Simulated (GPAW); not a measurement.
# TePb (Fm-3m) in GPAW: further runs, part 2 of 2

GPAW 26.7.0. The steps go on from the part before.

## Step 3: Single point, PBE

run.py reads:

```python
import spglib
from ase import Atoms
from ase.dft.bandgap import bandgap
from ase.io import read, write
from ase.units import GPa
from gpaw import GPAW, PW

atoms = read('TePb.cif')
cell, positions, numbers = spglib.find_primitive(
    (atoms.cell[:], atoms.get_scaled_positions(), atoms.numbers), symprec=1e-4)
atoms = Atoms(numbers, cell=cell, scaled_positions=positions, pbc=True)

calc = GPAW(mode=PW(400),
            xc='PBE',
            kpts={'size': (6, 6, 6), 'gamma': True},
            occupations={'name': 'fermi-dirac', 'width': 0.05},
            nbands=19,
            convergence={'density': 1e-05, 'energy': 1e-05},
            maxiter=80,
            txt='gpaw.txt')
atoms.calc = calc
energy = atoms.get_potential_energy()
forces = atoms.get_forces()
stress = atoms.get_stress()
calc.write('gs.gpw')
write('result.traj', atoms)
print(f'Energy: {energy:.6f} eV')
print('Forces (eV/A):')
print(forces.round(4))
print('Stress (GPa):', (stress / GPa).round(3))
print('Fermi level:', round(calc.get_fermi_level(), 4), 'eV')
print(f'Gap: {bandgap(calc)[0]:.4f} eV, direct: {bandgap(calc, direct=True)[0]:.4f} eV')
```

TePb.cif reads:

```cif
data_TePb
_cell_length_a 6.46200000
_cell_length_b 6.46200000
_cell_length_c 6.46200000
_cell_angle_alpha 90.00000000
_cell_angle_beta 90.00000000
_cell_angle_gamma 90.00000000
_space_group_name_H-M_alt 'Fm-3m'
_space_group_name_Hall '-F 4 2 3'
_space_group_IT_number 225
loop_
_space_group_symop_operation_xyz
'x,y,z'
'-x,-y,-z'
'-y,x,z'
'y,-x,-z'
'-x,-y,z'
'x,y,-z'
'y,-x,z'
'-y,x,-z'
'x,-y,-z'
'-x,y,z'
'-y,-x,-z'
'y,x,z'
'-x,y,-z'
'x,-y,z'
'y,x,-z'
'-y,-x,z'
'z,x,y'
'-z,-x,-y'
'z,-y,x'
'-z,y,-x'
'z,-x,-y'
'-z,x,y'
'z,y,-x'
'-z,-y,x'
'-z,x,-y'
'z,-x,y'
'-z,-y,-x'
'z,y,x'
'-z,-x,y'
'z,x,-y'
'-z,y,x'
'z,-y,-x'
'y,z,x'
'-y,-z,-x'
'x,z,-y'
'-x,-z,y'
'-y,z,-x'
'y,-z,x'
'-x,z,y'
'x,-z,-y'
'-y,-z,x'
'y,z,-x'
'-x,-z,-y'
'x,z,y'
'y,-z,-x'
'-y,z,x'
'x,-z,y'
'-x,z,-y'
'x,y+1/2,z+1/2'
'-x,-y+1/2,-z+1/2'
'-y,x+1/2,z+1/2'
[... 62 lines left out ...]
'-z+1/2,-x,-y+1/2'
'z+1/2,-y,x+1/2'
'-z+1/2,y,-x+1/2'
'z+1/2,-x,-y+1/2'
'-z+1/2,x,y+1/2'
'z+1/2,y,-x+1/2'
'-z+1/2,-y,x+1/2'
'-z+1/2,x,-y+1/2'
'z+1/2,-x,y+1/2'
'-z+1/2,-y,-x+1/2'
'z+1/2,y,x+1/2'
'-z+1/2,-x,y+1/2'
'z+1/2,x,-y+1/2'
'-z+1/2,y,x+1/2'
'z+1/2,-y,-x+1/2'
'y+1/2,z,x+1/2'
'-y+1/2,-z,-x+1/2'
'x+1/2,z,-y+1/2'
'-x+1/2,-z,y+1/2'
'-y+1/2,z,-x+1/2'
'y+1/2,-z,x+1/2'
'-x+1/2,z,y+1/2'
'x+1/2,-z,-y+1/2'
'-y+1/2,-z,x+1/2'
'y+1/2,z,-x+1/2'
'-x+1/2,-z,-y+1/2'
'x+1/2,z,y+1/2'
'y+1/2,-z,-x+1/2'
'-y+1/2,z,x+1/2'
'x+1/2,-z,y+1/2'
'-x+1/2,z,-y+1/2'
'x+1/2,y+1/2,z'
'-x+1/2,-y+1/2,-z'
'-y+1/2,x+1/2,z'
'y+1/2,-x+1/2,-z'
'-x+1/2,-y+1/2,z'
'x+1/2,y+1/2,-z'
'y+1/2,-x+1/2,z'
'-y+1/2,x+1/2,-z'
'x+1/2,-y+1/2,-z'
'-x+1/2,y+1/2,z'
'-y+1/2,-x+1/2,-z'
'y+1/2,x+1/2,z'
'-x+1/2,y+1/2,-z'
'x+1/2,-y+1/2,z'
'y+1/2,x+1/2,-z'
'-y+1/2,-x+1/2,z'
'z+1/2,x+1/2,y'
'-z+1/2,-x+1/2,-y'
'z+1/2,-y+1/2,x'
'-z+1/2,y+1/2,-x'
'z+1/2,-x+1/2,-y'
'-z+1/2,x+1/2,y'
'z+1/2,y+1/2,-x'
'-z+1/2,-y+1/2,x'
'-z+1/2,x+1/2,-y'
'z+1/2,-x+1/2,y'
'-z+1/2,-y+1/2,-x'
'z+1/2,y+1/2,x'
'-z+1/2,-x+1/2,y'
'z+1/2,x+1/2,-y'
'-z+1/2,y+1/2,x'
'z+1/2,-y+1/2,-x'
'y+1/2,z+1/2,x'
'-y+1/2,-z+1/2,-x'
'x+1/2,z+1/2,-y'
'-x+1/2,-z+1/2,y'
'-y+1/2,z+1/2,-x'
'y+1/2,-z+1/2,x'
'-x+1/2,z+1/2,y'
'x+1/2,-z+1/2,-y'
'-y+1/2,-z+1/2,x'
'y+1/2,z+1/2,-x'
'-x+1/2,-z+1/2,-y'
'x+1/2,z+1/2,y'
'y+1/2,-z+1/2,-x'
'-y+1/2,z+1/2,x'
'x+1/2,-z+1/2,y'
'-x+1/2,z+1/2,-y'
loop_
_atom_site_label
_atom_site_type_symbol
_atom_site_symmetry_multiplicity
_atom_site_Wyckoff_symbol
_atom_site_fract_x
_atom_site_fract_y
_atom_site_fract_z
_atom_site_occupancy
Pb1 Pb 4 a 0.0000000000 0.0000000000 0.0000000000 1
Te1 Te 4 b 0.5000000000 0.0000000000 0.0000000000 1
```

Potentials or basis: GPAW PAW data sets (gpaw-data 1.2.1), pw.

Command:

```console
$ OMP_NUM_THREADS=1 python run.py
```

gpaw.txt:

```text
__  _  _
 | _ |_)|_||  |
 |__||  | ||/\| - 26.7.0

Input parameters:
  mode=PW(ecut=400.0),
  convergence={'density': 1e-05, 'energy': 1e-05},
  kpts=MonkhorstPack(size=(6, 6, 6), gamma=True),
  maxiter=80,
  nbands=19,
  occupations=Occupations(name='fermi-dirac', width=0.05),
  xc=XC(name='PBE')

Diagonalizing LCAO Hamiltonian
Converting LCAO to pw mode

                 Te

       Pb

Atoms  # Å, Bohr magnetons
|   | symbol |        x |        y |        z |    initial magnetic moments |
|---|--------|----------|----------|----------|-----------------------------|
| 0 |     Pb | 0.000000 | 0.000000 | 0.000000 | ( 0.0000,  0.0000,  0.0000) |
| 1 |     Te | 3.231000 | 3.231000 | 3.231000 | ( 0.0000,  0.0000,  0.0000) |

Unit cell  # Å
| periodic |        x |        y |        z |  lengths |    angles |
|----------|----------|----------|----------|----------|-----------|
|      yes | 0.000000 | 3.231000 | 3.231000 | 4.569324 | 60.000000 |
|      yes | 3.231000 | 0.000000 | 3.231000 | 4.569324 | 60.000000 |
|      yes | 3.231000 | 3.231000 | 0.000000 | 4.569324 | 60.000000 |

Number of symmetries: 48
Symmetry operations  # r_c * U_cc + t_c -> r_c
|    | kind |            matrix            |
|----|------|------------------------------|
|  0 |  σ   |  1, 0, 0,  1, 0,-1,  1,-1, 0 |
|  1 |  C2  |  1, 0, 0,  1,-1, 0,  1, 0,-1 |
|  2 |  E   |  1, 0, 0,  0, 1, 0,  0, 0, 1 |
|  3 |  σ   |  1, 0, 0,  0, 0, 1,  0, 1, 0 |
|  4 |  C4  |  1, 0,-1,  1, 0, 0,  1,-1, 0 |
|  5 |  S6  |  1, 0,-1,  1,-1, 0,  1, 0, 0 |
|  6 |  σ   |  1, 0,-1,  0, 1,-1,  0, 0,-1 |
|  7 |  C3  |  1, 0,-1,  0, 0,-1,  0, 1,-1 |
[... 165 lines left out ...]
maximum number of iterations: 80

SCF iterations
|iter     | |      energy | eigst |  dens |
|---------|-|-------------|-------|-------|
|iter:   1| |   -7.819063 | -0.24 |       |
|iter:   2| |   -7.796853 | -2.12 | -1.35 |
|iter:   3| |   -7.708530 | -2.11 | -1.40 |
|iter:   4| |   -7.710217 | -3.97 | -2.01 |
|iter:   5| |   -7.710649 | -4.40 | -2.41 |
|iter:   6| |   -7.710658 | -5.92 | -3.34 |
|iter:   7| |   -7.710659c| -6.94 | -3.92 |
|iter:   8| |   -7.710659c| -7.76c| -4.62 |
|iter:   9| |   -7.710659c| -8.00c| -5.43c|

Converged in 9 steps
Energy contributions relative to reference atoms: (reference = -752065.146798)

Energy contributions:
  Kinetic:          21.287886
  Coulomb:         -21.523857
  Zero:              0.225006
  External:          0.000000
  Xc:               -7.699679
  Entropy:          -0.000029
  Spinorbit:         0.000000
  ----------------------------
  Free energy:      -7.710674
  Extrapolated:     -7.710659

dipole moment: (-27.310894, -27.310894, -27.310894)  # |e|*Ang

Fermi level: 6.044
Eigenvalues  # (at kpt = [0.000, 0.000, 0.000])
| band index |      eig [eV] | occ [0-2] |
|------------|---------------|-----------|
|          0 |       -11.045 |     2.000 |
|        ... |               |           |
|          2 |       -11.031 |     2.000 |
|          3 |       -11.031 |     2.000 |
|          4 |       -11.031 |     2.000 |
|          5 |        -6.328 |     2.000 |
|          6 |         0.139 |     2.000 |
|          7 |         4.305 |     2.000 |
[... 9 lines left out ...]
|         17 |        13.307 |     0.000 |
|         18 |        13.721 |     0.000 |

Gap: 0.694 eV
Transition (v -> c):
  (s=0, k=15, n=9, [0.50, 0.50, 0.50]) -> (s=0, k=15, n=10, [0.50, 0.50, 0.50])
No difference between direct/indirect transitions

Forces  # eV/Ang
|       x |        y |        z |
|---------|----------|----------|
| 0.00000 | -0.00000 |  0.00000 |  # Pb   0
| 0.00000 |  0.00000 | -0.00000 |  # Te   1

Stress tensor  # eV/Ang^3
|         x |         y |         z |
|-----------|-----------|-----------|
| -0.003534 |  0.000000 |  0.000000 |
|  0.000000 | -0.003534 | -0.000000 |
|  0.000000 | -0.000000 | -0.003534 |

# Writing to gs.gpw (mode='')
```

Wall time 8.3 s (1 thread of Arm Neoverse V2, shared host); peak memory 0.15 GiB.

These settings aren't checked as converged: the numbers below hold their error.

Results:

* Free energy: -7.7107 eV
* Pressure: 0.6 GPa
* Band gap on the k mesh: 0.69 eV, direct

Caveat: the cutoff is short for stress and forces, so pressures can be off by a GPa or more; spin-orbit coupling is left out, which as a rule narrows the gap of such compounds by several tenths of an eV.

## Step 4: How close it comes

Step 2. Against the measured gap of TePb, 0.19 eV (direct; 4.2 K; a printed reference work, monograph), the calculated 0.62 eV is off by +0.43 eV. Spin-orbit coupling on Pb, Te is left out. The value is that of LDA on a finite k mesh, which can miss the band edges, without temperature or zero-point motion.
